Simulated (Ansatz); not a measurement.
## Straining BaTiO₃

Theory: Ansatz 0.2.0, DFT PBE, scalar-relativistic, plane waves, PAW. Run with 420 eV cutoff, 8×8×6 k-mesh, Gaussian smearing of 0.02 eV, no spin polarisation.

Starting point, cell and atoms relaxed:

```
Ba Ti O
1.0
     3.98545    0.00000    0.00000
     0.00000    3.98545    0.00000
     0.00000    0.00000    4.20048
Ba Ti O
1 1 3
Direct
  0.50000 0.50000 0.59128
  0.00000 0.00000 0.10842
  0.00000 0.50000 0.06024
  0.50000 0.00000 0.06024
  0.00000 0.00000 0.53981
```

Deformation: biaxial strain in the a-b plane, with the length and tilt of c and the atoms relaxed, all within the symmetry that the strain leaves. Energies are extrapolated to zero smearing. Stress is positive in compression, on the Cartesian axes of the cell above. Gaps are Kohn–Sham gaps over the whole zone.

Spin-orbit coupling is left out, which matters for the bands and energies of heavy elements.

Strains computed: -4.5, -3.0, -1.5, +1.5, +3.0, +4.5 %.

Task: At which strain does the energy stand 17.1 meV/atom over the relaxed crystal with σxx = -6.79, σyy = -6.79, σzz = 0.00 GPa?

Result: +3.0 %. The gap there is 1.77 eV against 1.84 unstrained.